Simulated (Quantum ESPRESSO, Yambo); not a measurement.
# GaAs (F-43m): Bethe-Salpeter spectra with Yambo, part 2 of 4

How far does the k mesh set the exciton binding of GaAs (F-43m)?

Quantum ESPRESSO 7.5 and Yambo 5.3.0; PBE and many-body steps on it, plane waves. Known limits of the many-body steps: not at the basis limit; mesh may overstate the screening; screening runs away on this mesh; no spin-orbit coupling; coarse k mesh; bindings not settled in the k mesh.

So far. Step 4 (Screening and self-energy, 4×4×4 mesh, 88 bands …): The gap on the mesh goes from 0.52 eV to 1.20 eV, a correction of +0.68 eV. Step 5 (Empty states on the mesh, 4×4×4 mesh, 32 bands): On this mesh the gap is 0.518 eV.

**7. Excitons**

Optical absorption needs the electron-hole interaction, solved here in a basis of vertical transitions on the mesh.

This step: Bethe-Salpeter equation on PBE with a scissors shift, plane waves, norm-conserving pseudopotentials.

File bse3.in:

```
optics
bss
bse
em1s
dipoles
rim_cut
RandQpts= 1000000
RandGvec= 1 RL
Chimod= "HARTREE"
BSKmod= "SEX"
BSEmod= "resonant"
BSSmod= "d"
BSENGexx= 20 Ry
BSENGBlk= 4 Ry
% BSEQptR
 1 | 1 |
%
% BSEBands
 20 | 26 |
%
% BEnRange
 0 | 3 | eV
%
% BDmRange
 0.1 | 0.1 | eV
%
BEnSteps= 61
% BLongDir
 1 | 0 | 0 |
%
% BndsRnXs
 14 | 32 |
%
NGsBlkXs= 4 Ry
% LongDrXs
 1 | 1 | 1 |
%
% KfnQP_E
 0.677 | 1.0 | 1.0 |
%
WRbsWF
FFTGvecs= 47 Ry
```

On the command line:

```sh
$ OMP_NUM_THREADS=1 mpirun -n 8 yambo -F bse3.in -J bse3 -C bse3 > bse3.log
```

Output:

```text
 Yambo, version 5.3.0

 [02] CORE Variables Setup
 =========================

  [... cell, symmetries and grids as in the set-up ...]

  [02.05] Energies & Occupations
  ==============================

  [X] === General ===
  [X] Electronic Temperature                        :  0.000000  0.000000 [eV K]
  [X] Bosonic    Temperature                        :  0.000000  0.000000 [eV K]
  [X] Finite Temperature mode                       : no
  [X] El. density                                   :  0.97390E+24 [cm-3]
  [X] Fermi Level                                   :  9.827511 [eV]

  [X] === Gaps and Widths ===
  [X] Conduction Band Min                           :  0.518058 [eV]
  [X] Valence Band Max                              :  0.000000 [eV]
  [X] Filled Bands                                  :  22
  [X] Empty Bands                                   :   23   32
  [X] Direct Gap                                    :  0.518058 [eV]
  [X] Direct Gap localized at k                     :  1
  [X] Indirect Gap                                  :  0.518058 [eV]
  [X] Indirect Gap between kpts                     :  1  1
  [X] Last valence band width                       :  3.339194 [eV]
  [X] 1st conduction band width                     :  4.106600 [eV]

 [03] Transferred momenta grid and indexing
 ==========================================

 [BZ sampling] Q-grid is User defined and/or read from the database

 IBZ Q-points                                      :   8
 BZ  Q-points                                      :   64

 K/Q-points units:
 rlu = crystal or reduced units; cc = cartesian coordinates; iku = interal k-units

 Q [1]          [rlu]:  0.000000  0.000000  0.000000
 Q [2]          [rlu]: -0.91587E-18 -0.91587E-18  0.25000
 Q [3]          [rlu]:  0.18317E-17  0.18317E-17 -0.50000
 Q [4]          [rlu]:  0.26116E-17  0.25000      0.25000
 Q [5]          [rlu]:  0.71282E-16  0.25000      0.50000
 Q [6]          [rlu]:  0.18317E-17  0.25000     -0.25000
 Q [7]          [rlu]: -0.52231E-17 -0.50000     -0.50000
 Q [8]          [rlu]:  0.250000 -0.500000 -0.250000

  [03.01] X + BSE indexes
  =======================

   [03.01.01] Sigma indexes
   ========================

 [04] Coloumb potential Random Integration (RIM)
 ===============================================

  [04.01] RIM initialization
  ==========================

  * Diagonal components only detected *

  8 x (sBL volume)        :  0.101699 [a.u.]
  sBZ random points       :  1000000
  Points outside the sBZ  :   7987327
  RL volume               :  0.813588 [a.u.]
  Integrated volume       :  0.814879 [a.u.]

  [04.02] RIM integrals
  =====================

  Gamma point sphere radius             :  0.084669 [a.u.]
  Points outside the sphere             :   799513
  [Int_sBZ(q=0) 1/q^2]*(Vol_sBZ)^(-1/3) =:  7.764325
                                 should be <:  7.795600

  Summary of Coulomb integrals for non-metallic bands |Q|[au] RIM/Bare

  Q [1] 0.100000E-4 0.995988 * Q [2] 0.254653 1.066317
  Q [4] 0.294048 1.065091 * Q [6] 0.415847 1.027759
  Q [5] 0.487623 1.020584 * Q [3] 0.509306 1.018268
  Q [7] 0.588096 1.014689 * Q [8] 0.657511 1.011648

 [05] External/Internal QP corrections
 =====================================

 [QP_apply] Action to be applied: USER defined scissor

  [05.01]  QP corrections report
  ==============================

  [K+QP] === General ===
  [K+QP] Electronic Temperature                     :  0.000000  0.000000 [eV K]
  [K+QP] Bosonic    Temperature                     :  0.000000  0.000000 [eV K]
  [K+QP] Finite Temperature mode                    : no
  [K+QP] El. density                                :  0.97390E+24 [cm-3]
  [K+QP] Fermi Level                                :  0.000000 [eV]

  [K+QP] === Gaps and Widths ===
  [K+QP] Conduction Band Min                        :  1.195058 [eV]
  [K+QP] Valence Band Max                           :  0.000000 [eV]
  [K+QP] Filled Bands                               :  22
  [K+QP] Empty Bands                                :   23   32
  [K+QP] Direct Gap                                 :  1.195058 [eV]
  [K+QP] Direct Gap localized at k                  :  1
  [K+QP] Indirect Gap                               :  1.195058 [eV]
  [K+QP] Indirect Gap between kpts                  :  1  1
  [K+QP] Last valence band width                    :  3.339194 [eV]
  [K+QP] 1st conduction band width                  :  4.106600 [eV]

  [coarse-grid] Minimum Bare Gap        [ev]:  0.518058
  [coarse-grid] Minimum Gap Correction  [ev]:  0.677000

  Eqp @ K [1]
  -184.7577 -143.6748 -128.1396 -128.1396 -128.1396  -94.3994  -94.3994  -94.3994
  -35.15048 -35.15048 -35.15048 -35.14142 -35.14142 -14.79438 -14.79438 -14.79438
   -14.7175     -14.7175     -12.7262    -0.327388E-6 -0.179298E-6   0.00000      1.19506      4.41366
    4.41366   4.41366   8.27883  10.83904  10.83904  12.24524  12.24524  12.24524
  Eqp @ K [2]
  -184.7577 -143.6748 -128.1396 -128.1396 -128.1396  -94.3992  -94.3992  -94.3992
  -35.15038 -35.15005 -35.15005 -35.14131 -35.14131 -14.83758 -14.78259 -14.78259
[...]
Eqp @ K [3]
[...]
Eqp @ K [4]
[...]
Eqp @ K [5]
[...]
[... 2 further k-points ...]
  Eqp @ K [8]
[...]
-35.15024 -35.14984 -35.14870 -35.14154 -35.14080 -14.89334 -14.76226 -14.75011
  -14.72718 -14.71330 -10.16676  -6.62799  -3.53165  -3.33919   5.30166   5.40261
    6.09252   6.72796  11.75591  12.95980  13.98958  14.44387  17.50990  18.43384

 [06] Dipoles
 ============

  [06.01] Setup: observables and procedures
  =========================================

  [WARNING] [r,Vnl^pseudo] included in position and velocity dipoles.

  [WARNING] In case H contains other non local terms, these are neglected

 [07] Static Dielectric Matrix
 =============================

 [SLK-Inversion]  Pools        :  2
 [SLK-Inversion]  BLACS grid   :  2  2

 [WR./bse3//ndb.em1s]------------------------------------------------------------
  Brillouin Zone Q/K grids (IBZ/BZ)                :    8   64    8   64
  RL vectors                                       :  1687 [WF]
  Coulomb cutoff potential                         : none
  Electronic Temperature                           :  0.000000 [K]
  Bosonic    Temperature                           :  0.000000 [K]
  Static diel. fun.  energies                      : Perdew, Burke & Ernzerhof(X)+Perdew, Burke & Ernzerhof(C)
  wavefunctions                                    : Perdew, Burke & Ernzerhof(X)+Perdew, Burke & Ernzerhof(C)
  Global Gauge                                     : length
  X matrix size                                    :   59
  X band range                                     :   14   32
  X e/h energy range                               : -1.000000 -1.000000 [eV]
  X Time ordering                                  : T
  X Hxc Kernel                                     : HARTREE
  X Drude frequency                                :  0.000000  0.000000
  X poles                                          :  100.0000 [o/o]
  RL vectors in the sum                            :  1687
  [r,Vnl] included                                 : yes
  Field direction                                  :  0.577350E-5  0.577350E-5  0.577350E-5
  BZ energy Double Grid                            : no
  BZ energy DbGd points                            : 0
  BZ Q point size factor                           : -1.000000
  X Optical Averaged directions                    : none

 [08] Bethe Salpeter Equation driver
 ===================================

  [08.01] Bethe Salpeter Equation @q1
  ===================================

   [08.01.01] Transition pre-analysis @q1
   ======================================

   [08.01.02] Transition Groups build-up @q1
   =========================================

   [BSK] Transition groups (total):   32
   [BSK] Size (resonant):   768
   [BSK]         (total):   768
   [BSK] N. of matrices :  1

   [08.01.03] Loading Dipoles @q1
   ==============================

   [08.01.04] Independent Particles properties @q1
   ===============================================

   ==========================================================

   [BSE] Exchange components :   531
   [BSE] Correlation components :   59  259

    [08.01.05.01] Screened interaction header I/O
    =============================================

    [08.01.05.02] Main kernel loop
    ==============================

    [08.01.05.03] Wave-Function Phases
    ==================================

    [BSE] WF phases found       :  24.62798 [o/o]

   [08.01.06] BSE solver(s) @q1
   ============================

   [SLK-Digonalization]  Pools        :  2
   [SLK-Digonalization]  BLACS grid   :  2  2

   [08.01.07] Diago Solver @q1
   ===========================

 [11] Game Over & Game summary
```

Wall time 6.7 s (8 MPI ranks of AMD EPYC 7R43, shared host); peak memory 2.3 GiB; 43 s of CPU time.

This step gave:

- transitions in the window: 768
- direct gap of the transition levels: 1.195 eV
- lowest state: 1.183 eV
- first strong exciton (over a fiftieth of the strongest listed): 1.183 eV
- binding of the lowest state below the direct gap: 0.01214 eV
- Coulomb term of one mesh cell: 0.02409 eV

The binding is 0.50 times the screened Coulomb term of one mesh cell (0.02 eV), so it is not shown settled.

The lowest state lies at 1.183 eV, 0.012 eV under the direct gap.

Lines within 3 meV are set at the lowest of them, and the highest group, which the list may cut short, is left out. Exciton lines, with heights relative to the strongest:

```csv
position (eV),lines merged,"strength, relative"
1.183,3,100
2.680,3,48
2.731,3,0.0
2.762,2,0.0
2.813,3,0.1
2.817,5,0.0
```

Field along x; broadening 0.1 eV; transition window only. Limits: finite bands, cutoff and mesh; screening runs away on this mesh; no spin-orbit coupling; coarse k mesh; exciton not shown settled in the k mesh. ε₂ against photon energy; read off at these points:

```csv
photon energy (eV),BSE,no electron-hole interaction
0.00,2.78,2.47
0.15,3.58,3.17
0.30,4.80,4.23
0.45,6.81,5.96
0.55,8.98,7.81
0.70,14.9,12.8
0.85,29.6,25.0
1.00,81.2,66.2
1.15,316,263
1.20,341,315
1.30,149,151
1.45,44.3,43.1
1.55,25.6,24.3
1.70,14.5,13.4
1.85,10.3,9.08
2.00,8.92,7.39
2.15,9.70,7.21
2.30,13.9,8.67
2.45,29.1,13.5
2.55,64.3,22.2
2.70,163,72.0
2.85,45.2,140
3.00,16.6,36.6
```

**8. Triplet (no exchange term)**

bse4.in, as its differences from bse3.in of step 7:

```diff
@@ -12,3 +12,3 @@
 BSSmod= "d"
-BSENGexx= 20 Ry
+BSENGexx= 1 RL
 BSENGBlk= 4 Ry
```

On the command line:

```sh
$ OMP_NUM_THREADS=1 mpirun -n 8 yambo -F bse4.in -J bse4,bse3_W -C bse4 > bse4.log
```

Output:

```text
 Yambo, version 5.3.0

 [02] CORE Variables Setup
 =========================

  [... cell, symmetries and grids as in the set-up ...]

  [02.05] Energies & Occupations
  ==============================

  [X] === General ===
  [X] Electronic Temperature                        :  0.000000  0.000000 [eV K]
  [X] Bosonic    Temperature                        :  0.000000  0.000000 [eV K]
  [X] Finite Temperature mode                       : no
  [X] El. density                                   :  0.97390E+24 [cm-3]
  [X] Fermi Level                                   :  9.827511 [eV]

  [X] === Gaps and Widths ===
  [X] Conduction Band Min                           :  0.518058 [eV]
  [X] Valence Band Max                              :  0.000000 [eV]
  [X] Filled Bands                                  :  22
  [X] Empty Bands                                   :   23   32
  [X] Direct Gap                                    :  0.518058 [eV]
  [X] Direct Gap localized at k                     :  1
  [X] Indirect Gap                                  :  0.518058 [eV]
  [X] Indirect Gap between kpts                     :  1  1
  [X] Last valence band width                       :  3.339194 [eV]
  [X] 1st conduction band width                     :  4.106600 [eV]

 [03] Transferred momenta grid and indexing
 ==========================================

 IBZ Q-points                                      :   8
 BZ  Q-points                                      :   64

 K/Q-points units:
 rlu = crystal or reduced units; cc = cartesian coordinates; iku = interal k-units

 Q [1]          [rlu]:  0.000000  0.000000  0.000000
 Q [2]          [rlu]: -0.91587E-18 -0.91587E-18  0.25000
 Q [3]          [rlu]:  0.18317E-17  0.18317E-17 -0.50000
[...]
[K+QP] Valence Band Max                           :  0.000000 [eV]
  [K+QP] Filled Bands                               :  22
  [K+QP] Empty Bands                                :   23   32
  [K+QP] Direct Gap                                 :  1.195058 [eV]
  [K+QP] Direct Gap localized at k                  :  1
  [K+QP] Indirect Gap                               :  1.195058 [eV]
  [K+QP] Indirect Gap between kpts                  :  1  1
  [K+QP] Last valence band width                    :  3.339194 [eV]
  [K+QP] 1st conduction band width                  :  4.106600 [eV]

  [coarse-grid] Minimum Bare Gap        [ev]:  0.518058
  [coarse-grid] Minimum Gap Correction  [ev]:  0.677000

  Eqp @ K [1]
  -184.7577 -143.6748 -128.1396 -128.1396 -128.1396  -94.3994  -94.3994  -94.3994
  -35.15048 -35.15048 -35.15048 -35.14142 -35.14142 -14.79438 -14.79438 -14.79438
   -14.7175     -14.7175     -12.7262    -0.327388E-6 -0.179298E-6   0.00000      1.19506      4.41366
[...]
Eqp @ K [2]
[...]
Eqp @ K [3]
[...]
Eqp @ K [4]
[...]
Eqp @ K [5]
[...]
[... 2 further k-points ...]
  Eqp @ K [8]
[...]
-14.72718 -14.71330 -10.16676  -6.62799  -3.53165  -3.33919   5.30166   5.40261
    6.09252   6.72796  11.75591  12.95980  13.98958  14.44387  17.50990  18.43384

 [06] Dipoles
 ============

  [06.01] Setup: observables and procedures
  =========================================

  [WARNING] [r,Vnl^pseudo] included in position and velocity dipoles.

  [WARNING] In case H contains other non local terms, these are neglected

 [07] Static Dielectric Matrix
 =============================

    [08.01.05.02] Main kernel loop
    ==============================

    [08.01.05.03] Wave-Function Phases
    ==================================

    [BSE] WF phases found       :  24.62798 [o/o]

   [08.01.06] BSE solver(s) @q1
   ============================

   [SLK-Digonalization]  Pools        :  2
   [SLK-Digonalization]  BLACS grid   :  2  2

   [08.01.07] Diago Solver @q1
   ===========================

 [11] Game Over & Game summary
```

Run time: 3.9 s. Hardware: 8 MPI ranks; peak memory 2.2 GiB; 29 s of CPU time.

The lowest triplet lies at 1.157 eV; without spin-orbit coupling triplets are dark, so no spectrum is read.

**9. Empty states on the mesh, 6×6×6 mesh, 32 bands**

This step: Quantum ESPRESSO 7.5; DFT, PBE, plane waves, norm-conserving pseudopotentials.

File pw.in:

```
&control
  calculation = 'nscf'
  prefix = 'x'
  outdir = 'o'
  pseudo_dir = 'pseudo'
/
&system
  ibrav = 0
  nat = 2
  ntyp = 2
  ecutwfc = 104.0
  nbnd = 32
  force_symmorphic = .true.
/
&electrons
  conv_thr = 1e-9
  electron_maxstep = 80
  diago_full_acc = .true.
  diago_thr_init = 5e-6
/
ATOMIC_SPECIES
  Ga 69.723 Ga.upf
  As 74.922 As.upf
CELL_PARAMETERS angstrom
  0.0000000000 2.8268500000 2.8268500000
  2.8268500000 0.0000000000 2.8268500000
  2.8268500000 2.8268500000 -0.0000000000
ATOMIC_POSITIONS crystal
  Ga 0.0000000000 0.0000000000 0.0000000000
  As 0.2500000000 0.2500000000 0.2500000000
K_POINTS automatic
  6 6 6 0 0 0
```

On the command line:

```sh
$ OMP_NUM_THREADS=1 mpirun -n 8 pw.x -nk 4 -in pw.in > pw.out
```

Output:

```text
[banner, memory and clock lines left out]
Program PWSCF v.7.5 starts

     Atomic positions and unit cell read from directory:
     o/x.save/

     Message from routine setup:
     using ibrav=0 with symmetry is DISCOURAGED, use correct ibrav instead

     bravais-lattice index     =            0
     lattice parameter (alat)  =       7.5547  a.u.
     unit-cell volume          =     304.8842 (a.u.)^3
     number of atoms/cell      =            2
     number of atomic types    =            2
     number of electrons       =        44.00
[...]
k = 0.1179 0.1179-0.1179 (  5468 PWs)   bands (ev):

  -174.9302-133.8473-118.3121-118.3121-118.3121 -84.5717 -84.5717 -84.5717
[...]
k = 0.2357 0.2357-0.2357 (  5450 PWs)   bands (ev):

  -174.9302-133.8473-118.3121-118.3121-118.3121 -84.5717 -84.5717 -84.5717
[...]
-4.8878  -4.8878  -1.7513   4.4525   8.9016   8.9016  11.0469  14.5309
    14.5309  17.0827  18.6033  19.5220  19.5220  23.3277  26.3175  26.3175

          k =-0.3536-0.3536 0.3536 (  5444 PWs)   bands (ev):

     [... further k-points ...]

     highest occupied, lowest unoccupied level (ev):     9.8275   10.3456

     XML data file, pseudopotentials, collected wavefunctions
```

The job ended after 2.4 s (8 MPI ranks; peak memory 0.47 GiB; 16 s of CPU time).

This step gave:

- gap: 0.5181 eV
- k of the valence top: 0, 0, 0
- k of the conduction bottom: 0, 0, 0
- least direct gap: 0.5181 eV
- k points computed: 16
- lowest point of the top converged band, above the valence top: 11.57 eV

On this mesh the gap is 0.518 eV.

**10. Conversion and set-up**

This step: Yambo 5.3.0; conversion and set-up on PBE, plane waves, norm-conserving pseudopotentials.

On the command line:

```sh
$ (cd o/x.save; p2y > p2y.log; mv SAVE ../..); yambo > setup.log
```

Output:

```text
 Yambo, version 5.3.0

 [02] CORE Variables Setup
 =========================

  [02.01] Unit cells
  ==================

  Cell kind             :  FCC
  Atoms in the cell     :  Ga  As
  number of Ga atoms    :  1
  number of As atoms    :  1

  List of atomic masses
  Mass of Ga    :  69.72300
  Mass of As    :  74.92200

  List of atomic coordinates    : [cc]
  Ga1       :  0.000000  0.000000  0.000000  order 1
  As1       :  2.670986  2.670986  2.670986  order 2

  Alat factors          :  5.341972  5.341972  5.341972 [a.u.]
  Direct lattice volume :  304.8842 [a.u.]
[...]
Q [ 1]         [rlu]:  0.000000  0.000000  0.000000
 Q [ 2]         [rlu]: -0.33824E-17 -0.33824E-17  0.16667
 Q [ 3]         [rlu]: -0.67648E-17 -0.67648E-17  0.33333
[...]
Q [ 8]         [rlu]:  0.18317E-17  0.16667     -0.33333
 Q [ 9]         [rlu]:  0.34520E-16  0.16667     -0.16667
 Q [10]         [rlu]:  0.34821E-17  0.33333      0.33333
     [... 4 further rows ...]
 Q [15]         [rlu]:  0.166667  0.333333 -0.333333
 Q [16]         [rlu]:  0.166667 -0.500000 -0.333333

  [03.01] X indexes
  =================

   [03.01.01] Sigma indexes
   ========================

 [06] Game Over & Game summary
```

The job ended after 4.4 s (1 MPI rank; peak memory 0.25 GiB).

(Continued in part 3 of 4.)

[Paths, hosts, dates, memory and timing lines, banners, echoed tables and standing remarks are left out of the program output.]

[Logs are printed without paths, hosts, clocks, repeated set-up lines and the standing remarks that a program may print on its own settings, such as how far it seeks lower states.]

[Runs of the session that timed out or met a known fault of the program may be left out.]

[Hosts, paths, dates, database ids (printed as entryN), source tags and the programs' standing remarks are cut or masked in the printed files.]
